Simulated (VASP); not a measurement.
# AgBr (Fm-3m) in VASP: further runs

Aim: see how the results for AgBr move with the level of theory and the settings. Levels: PBE, PBEsol. Tasks: equation of state.

Everything below comes from runs of VASP 6.6.1. Logs are shortened: lines on timing, memory, paths and dates and some standing lists are left out, and cuts for length are marked.

## Step 1: The structure

The structure is cubic, space group Fm-3m (No. 225). Conventional cell: a = 5.740 Å, b = 5.740 Å, c = 5.740 Å, α = 90.00°, β = 90.00°, γ = 90.00°. Around Ag (site symmetry m-3m) lie 6 Br at 2.87 Å. Around Br (site symmetry m-3m) lie 6 Ag at 2.87 Å.

## Step 2: Equation of state, PBE, 22.22 Å³/atom (volume scaled by 0.94)

INCAR reads:

```
SYSTEM = AgBr
PREC     = Accurate       ! precision mode
ENCUT    = 520            ! plane-wave cutoff, eV
EDIFF    = 1E-7           ! SCF threshold, eV
ISMEAR   = -1             ! smearing method
SIGMA    = 0.05           ! smearing width, eV
LREAL    = .False.        ! projectors in reciprocal space
LASPH    = .True.         ! aspherical terms in the spheres
NELM     = 80             ! most SCF steps
ALGO     = Normal         ! electronic algorithm
ISIF     = 2              ! what is computed and relaxed
LWAVE    = .False.        ! write WAVECAR
LCHARG   = .False.        ! write CHGCAR
GGA      = PE             ! functional
NBANDS   = 16             ! bands
```

KPOINTS reads:

```
regular mesh
0
Gamma
  8 8 8
  0 0 0
```

POSCAR reads:

```
AgBr
1.0
    0.0000000000      2.8115590699      2.8115590699
    2.8115590699      0.0000000000      2.8115590699
    2.8115590699      2.8115590699      0.0000000000
Ag Br
1 1
Direct
    0.0000000000      0.0000000000      0.0000000000
    0.5000000000      0.5000000000      0.5000000000
```

Potentials or basis: VASP PAW PBE potentials, release 64 (Ag, Br).

The run is started by

```bash
> cat potpaw_PBE.64/Ag/POTCAR potpaw_PBE.64/Br/POTCAR > POTCAR
> mpirun -np 1 vasp_std > vasp.out
```

OUTCAR:

```text
SYSTEM = AgBr
   PREC = Accurate
   ENCUT = 520
   EDIFF = 1E-7
   ISMEAR = -1
   LREAL = .False.
   LASPH = .True.
   NELM = 80
   ISIF = 2
   GGA = PE

 ion  position               nearest neighbor table
   1  0.000  0.000  0.000-   2 2.81   2 2.81   2 2.81   2 2.81   2 2.81   2 2.81
   2  0.500  0.500  0.500-   1 2.81   1 2.81   1 2.81   1 2.81   1 2.81   1 2.81

  LATTYP: Found a face centered cubic cell.
 ALAT       =     5.6231181398

  Lattice vectors:

 A1 = (   0.0000000000,   2.8115590699,   2.8115590699)
 A2 = (   2.8115590699,   0.0000000000,   2.8115590699)
 A3 = (   2.8115590699,   2.8115590699,   0.0000000000)

Analysis of symmetry for initial positions (statically):
=====================================================================
 Subroutine PRICEL returns:
 Original cell was already a primitive cell.

 Routine SETGRP: Setting up the symmetry group for a
 face centered cubic supercell.

 Subroutine GETGRP returns: Found 48 space group operations
 (whereof 48 operations were pure point group operations)
 out of a pool of 48 trial point group operations.

The static configuration has the point symmetry O_h .

Analysis of symmetry for dynamics (positions and initial velocities):
=====================================================================
 Subroutine PRICEL returns:
 Original cell was already a primitive cell.

 Routine SETGRP: Setting up the symmetry group for a
 face centered cubic supercell.

 Subroutine GETGRP returns: Found 48 space group operations
 (whereof 48 operations were pure point group operations)
 out of a pool of 48 trial point group operations.

The dynamic configuration has the point symmetry O_h .

 Subroutine INISYM returns: Found 48 space group operations
 (whereof 48 operations are pure point group operations),
 and found     1 'primitive' translations

----------------------------------------------------------------------------------------

                                     Primitive cell

  volume of cell :      44.4500

  direct lattice vectors                    reciprocal lattice vectors
     0.000000000  2.811559070  2.811559070    -0.177837274  0.177837274  0.177837274
     2.811559070  0.000000000  2.811559070     0.177837274 -0.177837274  0.177837274
     2.811559070  2.811559070  0.000000000     0.177837274  0.177837274 -0.177837274

  length of vectors
     3.976144968  3.976144968  3.976144968     0.308023194  0.308023194  0.308023194

  position of ions in fractional coordinates (direct lattice)
     0.000000000  0.000000000  0.000000000
     0.500000000  0.500000000  0.500000000

  ion indices of the primitive-cell ions
   primitive index   ion index
                 1           1
                 2           2

----------------------------------------------------------------------------------------

 KPOINTS: regular mesh

Automatic generation of k-mesh.
 Grid dimensions read from file:
 generate k-points for:    8    8    8

 Generating k-lattice:

  Cartesian coordinates                     Fractional coordinates (reciprocal lattice)
    -0.022229659  0.022229659  0.022229659     0.125000000  0.000000000  0.000000000
     0.022229659 -0.022229659  0.022229659     0.000000000  0.125000000  0.000000000
     0.022229659  0.022229659 -0.022229659     0.000000000  0.000000000  0.125000000

  Length of vectors
     0.038502899  0.038502899  0.038502899

  Shift w.r.t. Gamma in fractional coordinates (k-lattice)
     0.000000000  0.000000000  0.000000000

 Subroutine IBZKPT returns following result:
 ===========================================

 Found     29 irreducible k-points:

 Following reciprocal coordinates:
            Coordinates               Weight
  0.000000  0.000000  0.000000      1.000000
  0.125000  0.000000  0.000000      8.000000
  0.250000  0.000000  0.000000      8.000000
  0.375000  0.000000  0.000000      8.000000
  0.500000  0.000000  0.000000      4.000000
  0.125000  0.125000  0.000000      6.000000
[... 21 lines left out ...]
 -0.375000  0.500000  0.125000     12.000000
 -0.250000  0.500000  0.250000      6.000000
   k-points           NKPTS =     29   k-points in BZ     NKDIM =     29   number of bands    NBANDS=     16
   number of dos      NEDOS =    301   number of ions     NIONS =      2
   total plane-waves  NPLWV =  27000
   dimension x,y,z NGX =    30 NGY =   30 NGZ =   30
   dimension x,y,z NGXF=    60 NGYF=   60 NGZF=   60
   ions per type =               1   1
   NGX,Y,Z   is equivalent  to a cutoff of  12.54, 12.54, 12.54 a.u.
   NGXF,Y,Z  is equivalent  to a cutoff of  25.09, 25.09, 25.09 a.u.
 SYSTEM =  AgBr
   PREC   = accura    normal or accurate (medium, high low for compatibility)
   ISTART =      0    job   : 0-new  1-cont  2-samecut
   ICHARG =      2    charge: 1-file 2-atom 10-const
   ISPIN  =      1    spin polarized calculation?
   LNONCOLLINEAR =      F non collinear calculations
   LSORBIT =      F    spin-orbit coupling
   LASPH  =      T    aspherical Exc in radial PAW
   ENCUT  =  520.0 eV  38.22 Ry    6.18 a.u.   7.39  7.39  7.39*2*pi/ulx,y,z
   NELM   =     80;   NELMIN=  2; NELMDL= -5     # of ELM steps
   EDIFF  = 0.1E-06   stopping-criterion for ELM
   LREAL  =      F    real-space projection
   EDIFFG = 0.1E-05   stopping-criterion for IOM
   NSW    =      0    number of steps for IOM
   IBRION =     -1    ionic relax: 0-MD 1-quasi-New 2-CG
   NFREE  =      0    steps in history (QN), initial steepest desc. (CG)
   ISIF   =      2    stress and relaxation
   ISYM   =      2    0-nonsym 1-usesym 2-fastsym
   POTIM  = 0.5000    time-step for ionic-motion
   TEBEG  =    0.0;   TEEND  =   0.0 temperature during run
   PSTRESS=    0.0 pullay stress
   NELECT =      18.0000    total number of electrons
   NUPDOWN=      -1.0000    fix difference up-down
   EMIN   =  10.00;   EMAX   =-10.00  energy-range for DOS
   EFERMI =   0.00;   METHOD = LEGACY
   ISMEAR =    -1;   SIGMA  =   0.05  broadening in eV -4-tet -1-fermi 0-gaus
   EFERMI_NEDOS =   21; number of points for ismear=-14 and -15
   IALGO  =     38    algorithm
   IMIX   =      4    mixing-type and parameters
     AMIX     =   0.40;   BMIX     =  1.00
     AMIX_MAG =   1.60;   BMIX_MAG =  1.00
  volume/ion in A,a.u.               =      22.22       149.98
  Fermi-wavevector in a.u.,A,eV,Ry     =   1.211179  2.288797 19.959140  1.466955
  Thomas-Fermi vector in A             =   2.346703
   LORBIT       =      0    0 simple, 1 ext, 2 COOP (PROOUT), +10 PAW based schemes
   GGA     = PE    functional components
   LHFCALC =     F    Hartree Fock is set to
   AEXX    =    0.0000 exact exchange contribution
   IVDW    =     0    specifies the selected vdW correction
   LEPSILON=     F    determine dielectric tensor
   LRPA    =     F    only Hartree local field effects (RPA)
 non-spin polarized calculation
  energy-cutoff  :      520.00
  volume of cell :       44.45
 maximum number of plane-waves:      1243
 NGX is ok and might be reduce to    30
   NGX = 15   NGY = 15   NGZ = 15

 number of electron      17.9999998 magnetization

 Free energy of the ion-electron system (eV)
  ---------------------------------------------------
  ext. energy  EPLUGINS =         0.00000000
  ---------------------------------------------------
  free energy    TOTEN  =        -4.91193993 eV

  energy without entropy =       -4.91192386  energy(sigma->0) =       -4.91193190

 E-fermi :   4.8163     XC(G=0): -10.1796

 val. band max:        4.4111080829   @ k =   0.5000   0.0000   0.0000
 cond. band min:       5.0800193196   @ k =   0.0000   0.0000   0.0000
 fundamental gap:      0.6689112366
 Fermi energy:         4.8162698236

 k-point     1 :       0.0000    0.0000    0.0000
  band No.  band energies     occupation
      1     -11.0938      2.00000
      2       1.3278      2.00000
      3       1.3278      2.00000
      4       1.3278      2.00000
      5       1.3295      2.00000
      6       1.3295      2.00000
[... 8 lines left out ...]
     15      16.4602      0.00000
     16      16.4602      0.00000

 k-point     2 :       0.1250    0.0000    0.0000
  band No.  band energies     occupation
      1     -11.0218      2.00000
      2       0.8854      2.00000
      3       0.8854      2.00000
      4       0.9268      2.00000
      5       1.3779      2.00000
      6       1.3779      2.00000
[... 8 lines left out ...]
     15      15.4526      0.00000
     16      15.8246      0.00000

 k-point     3 :       0.2500    0.0000    0.0000
  band No.  band energies     occupation
      1     -10.8390      2.00000
      2      -0.1695      2.00000
      3       0.3213      2.00000
      4       0.3213      2.00000
      5       1.5019      2.00000
      6       1.5019      2.00000
[... 8 lines left out ...]
     15      15.8136      0.00000
     16      15.8136      0.00000

 k-point     4 :       0.3750    0.0000    0.0000
  band No.  band energies     occupation
      1     -10.6413      2.00000
      2      -1.0648      2.00000
      3      -0.0544      2.00000
      4      -0.0544      2.00000
      5       1.6313      2.00000
      6       1.6313      2.00000
[... 8 lines left out ...]
     15      16.8572      0.00000
     16      16.8572      0.00000
[... 419 lines left out ...]
 k-point    27 :      -0.2500    0.3750    0.1250
  band No.  band energies     occupation
      1     -10.5097      2.00000
      2      -0.6542      2.00000
      3      -0.0389      2.00000
      4       0.0701      2.00000
      5       1.6709      2.00000
      6       1.6821      2.00000
[... 8 lines left out ...]
     15      16.8247      0.00000
     16      20.1988      0.00000

 k-point    28 :      -0.3750    0.5000    0.1250
  band No.  band energies     occupation
      1     -10.5061      2.00000
      2      -0.2635      2.00000
      3       0.2520      2.00000
      4       0.4968      2.00000
      5       1.6671      2.00000
      6       1.8072      2.00000
[... 8 lines left out ...]
     15      18.6056      0.00000
     16      19.3602      0.00000

 k-point    29 :      -0.2500    0.5000    0.2500
  band No.  band energies     occupation
      1     -10.4854      2.00000
      2      -0.2216      2.00000
      3       0.0147      2.00000
      4       0.0147      2.00000
      5       1.8073      2.00000
      6       1.8451      2.00000
[... 8 lines left out ...]
     15      17.5002      0.00000
     16      19.3389      0.00000

------------------------ aborting loop because EDIFF is reached ----------------------------------------

  FORCE on cell =-STRESS in cart. coord.  units (eV):
  Direction    XX          YY          ZZ          XY          YZ          ZX
  --------------------------------------------------------------------------------------
  -------------------------------------------------------------------------------------
  Total        1.6461037      1.6461037      1.6461037     -0.0000000     -0.0000000      0.0000000
  in kB       59.3329761     59.3329761     59.3329761     -0.0000000     -0.0000000      0.0000000
  external PRESSURE =      59.3329761 kB  Pullay stress =       0.0000000 kB

 VOLUME and BASIS-vectors are now :
 -----------------------------------------------------------------------------
  energy-cutoff  :      520.00
  volume of cell :       44.45
      direct lattice vectors                 reciprocal lattice vectors
     0.000000000  2.811559070  2.811559070    -0.177837274  0.177837274  0.177837274
     2.811559070  0.000000000  2.811559070     0.177837274 -0.177837274  0.177837274
     2.811559070  2.811559070  0.000000000     0.177837274  0.177837274 -0.177837274

 POSITION                                       TOTAL-FORCE (eV/Angst)
 -----------------------------------------------------------------------------------
      0.00000      0.00000      0.00000         0.000000      0.000000     -0.000000
      2.81156      2.81156      2.81156        -0.000000     -0.000000      0.000000
 -----------------------------------------------------------------------------------
    total drift:                               -0.000000      0.000000      0.000000

  FREE ENERGIE OF THE ION-ELECTRON SYSTEM (eV)
  ---------------------------------------------------
  free  energy   TOTEN  =        -4.9119399331 eV

  energy  without entropy=       -4.9119238609  energy(sigma->0) =       -4.91193190
```

Run time: 13 s. Hardware: 1 thread of AMD EPYC 9R45 (Zen 5), shared host; peak memory 0.15 GiB.

What came out:

```yaml
Free_energy: -4.9119 eV
Pressure: 5.9 GPa
Band_gap_on_the_k_mesh: 0.67 eV, indirect (least direct gap 2.83 eV)
```

## Step 3: Equation of state, PBE, 22.70 Å³/atom (volume scaled by 0.96)

INCAR reads:

```
PREC     = Accurate       # precision mode
ENCUT    = 520            # plane-wave cutoff, eV
EDIFF    = 1E-7           # SCF threshold, eV
ISMEAR   = -1             # smearing method
SIGMA    = 0.05           # smearing width, eV
LREAL    = False          # projectors in reciprocal space
LASPH    = True           # aspherical terms in the spheres
NELM     = 100            # most SCF steps
ALGO     = Normal         # electronic algorithm
ISIF     = 2              # what is computed and relaxed
LWAVE    = False          # write WAVECAR
LCHARG   = False          # write CHGCAR
GGA      = PE             # functional
NBANDS   = 16             # bands
```

KPOINTS reads:

```
regular mesh
0
Gamma
  8 8 8
```

POSCAR reads:

```
AgBr
1.0
    0.0000000000      2.8313594341      2.8313594341
    2.8313594341      0.0000000000      2.8313594341
    2.8313594341      2.8313594341      0.0000000000
Ag Br
1 1
Direct
    0.0000000000      0.0000000000      0.0000000000
    0.5000000000      0.5000000000      0.5000000000
```

Potentials or basis: VASP PAW PBE potentials, release 64 (Ag, Br).

The run is started by

```bash
> cat potpaw_PBE.64/Ag/POTCAR potpaw_PBE.64/Br/POTCAR > POTCAR
> mpirun -np 1 vasp_std > vasp.out
```

Run time: 13 s. Hardware: 1 thread of AMD EPYC 9R45 (Zen 5), shared host; peak memory 0.14 GiB.

It converged, with:

```yaml
Free_energy: -4.9430 eV
Pressure: 4.6 GPa
Band_gap_on_the_k_mesh: 0.67 eV, indirect (least direct gap 2.75 eV)
```

## Step 4: Equation of state, PBE, 23.17 Å³/atom (volume scaled by 0.98)

INCAR reads:

```
SYSTEM = AgBr
PREC     = Accurate       ! precision mode
ENCUT    = 520            ! plane-wave cutoff, eV
EDIFF    = 1E-7           ! SCF threshold, eV
ISMEAR   = -1             ! smearing method
SIGMA    = 0.05           ! smearing width, eV
LREAL    = .FALSE.        ! projectors in reciprocal space
LASPH    = .TRUE.         ! aspherical terms in the spheres
NELM     = 60             ! most SCF steps
ALGO     = Normal         ! electronic algorithm
ISIF     = 2              ! what is computed and relaxed
LWAVE    = .FALSE.        ! write WAVECAR
LCHARG   = .FALSE.        ! write CHGCAR
GGA      = PE             ! functional
NBANDS   = 16             ! bands
```

KPOINTS reads:

```
regular mesh
0
G
  8 8 8
  0 0 0
```

POSCAR reads:

```
AgBr
1.0
    0.0000000000      2.8508866679      2.8508866679
    2.8508866679      0.0000000000      2.8508866679
    2.8508866679      2.8508866679      0.0000000000
Ag Br
1 1
Direct
    0.0000000000      0.0000000000      0.0000000000
    0.5000000000      0.5000000000      0.5000000000
```

The run is started by

```bash
> cat potpaw_PBE.64/Ag/POTCAR potpaw_PBE.64/Br/POTCAR > POTCAR
> mpirun -np 1 vasp_std > vasp.out
```

Wall time 13 s (1 thread of AMD EPYC 9R45 (Zen 5), shared host); peak memory 0.15 GiB.

Results (log left out):

| Item | Value |
| --- | --- |
| Free energy | -4.9665 eV |
| Pressure | 3.3 GPa |
| Band gap on the k mesh | 0.67 eV, indirect (least direct gap 2.68 eV) |

## Step 5: Equation of state, PBE, 24.12 Å³/atom (volume scaled by 1.02)

INCAR reads:

```
PREC = Accurate
ENCUT = 520
EDIFF = 1E-7
ISMEAR = -1
SIGMA = 0.05
LREAL = F
LASPH = T
NELM = 80
ALGO = Normal
ISIF = 2
LWAVE = F
LCHARG = F
GGA = PE
NBANDS = 16
```

KPOINTS reads:

```
Automatic mesh
0
Gamma
  8 8 8
```

POSCAR reads:

```
AgBr
1.0
    0.0000000000      2.8891581698      2.8891581698
    2.8891581698      0.0000000000      2.8891581698
    2.8891581698      2.8891581698      0.0000000000
Ag Br
1 1
Direct
    0.0000000000      0.0000000000      0.0000000000
    0.5000000000      0.5000000000      0.5000000000
```

The run is started by

```bash
> cat potpaw_PBE.64/Ag/POTCAR potpaw_PBE.64/Br/POTCAR > POTCAR
> mpirun -np 1 vasp_std > vasp.out
```

It took 12 s on 1 thread of AMD EPYC 9R45 (Zen 5), shared host; peak memory 0.14 GiB.

Results (log left out):

```yaml
Free_energy: -4.9939 eV
Pressure: 1.3 GPa
Band_gap_on_the_k_mesh: 0.68 eV, indirect (least direct gap 2.54 eV)
```

## Step 6: Equation of state, PBE, 24.59 Å³/atom (volume scaled by 1.04)

INCAR reads:

```
PREC = Accurate
ENCUT = 520
EDIFF = 1E-7
ISMEAR = -1
SIGMA = 0.05
LREAL = False
LASPH = True
NELM = 100
ALGO = Normal
ISIF = 2
LWAVE = False
LCHARG = False
GGA = PE
NBANDS = 16
```

KPOINTS is that of step 5.

POSCAR reads:

```
AgBr
1.0
    0.0000000000      2.9079194629      2.9079194629
    2.9079194629      0.0000000000      2.9079194629
    2.9079194629      2.9079194629      0.0000000000
Ag Br
1 1
Direct
    0.0000000000      0.0000000000      0.0000000000
    0.5000000000      0.5000000000      0.5000000000
```

Potentials or basis: VASP PAW PBE potentials, release 64 (Ag, Br).

The run is started by

```bash
> cat potpaw_PBE.64/Ag/POTCAR potpaw_PBE.64/Br/POTCAR > POTCAR
> mpirun -np 1 vasp_std > vasp.out
```

It took 12 s on 1 thread of AMD EPYC 9R45 (Zen 5), shared host; peak memory 0.15 GiB.

It converged, with:

* Free energy: -4.9993 eV
* Pressure: 0.5 GPa
* Band gap on the k mesh: 0.68 eV, indirect (least direct gap 2.48 eV)

## Step 7: Equation of state, PBE, 25.06 Å³/atom (volume scaled by 1.06)

INCAR reads:

```
SYSTEM = AgBr
  ALGO = Normal
  EDIFF = 1E-7
  ENCUT = 520
  GGA = PE
  ISIF = 2
  ISMEAR = -1
  LASPH = .True.
  LCHARG = .False.
  LREAL = .False.
  LWAVE = .False.
  NBANDS = 16
  NELM = 80
  PREC = Accurate
  SIGMA = 0.05
```

KPOINTS reads:

```
k-points
0
Gamma
  8 8 8
  0 0 0
```

POSCAR reads:

```
AgBr
1.0
    0.0000000000      2.9264417423      2.9264417423
    2.9264417423      0.0000000000      2.9264417423
    2.9264417423      2.9264417423      0.0000000000
Ag Br
1 1
Direct
    0.0000000000      0.0000000000      0.0000000000
    0.5000000000      0.5000000000      0.5000000000
```

The run is started by

```bash
> cat potpaw_PBE.64/Ag/POTCAR potpaw_PBE.64/Br/POTCAR > POTCAR
> mpirun -np 1 vasp_std > vasp.out
```

It took 13 s on 1 thread of AMD EPYC 9R45 (Zen 5), shared host; peak memory 0.15 GiB.

It converged, with:

| Quantity | Value |
| --- | --- |
| Free energy | -5.0000 eV |
| Pressure | -0.3 GPa |
| Band gap on the k mesh | 0.69 eV, indirect (least direct gap 2.42 eV) |

## Step 8: Equation of state, PBE

Potentials or basis: VASP PAW PBE potentials, release 64 (Ag, Br).

This step only gathers the single runs of the series.

Results:

```
Equilibrium volume                      : 24.90 Å³/atom
Bulk modulus                            : 39 GPa
Pressure derivative of the bulk modulus : 5.4
```

Energy against volume, from the lowest point:
| volume (Å³/atom) | energy (meV/atom) |
| --- | --- |
| 22.225 | 44.01 |
| 22.698 | 28.46 |
| 23.171 | 16.73 |
| 23.644 | 8.39 |
| 24.116 | 3.03 |
| 24.589 | 0.34 |
| 25.062 | 0.00 |

(Continued in part 2 of 2.)
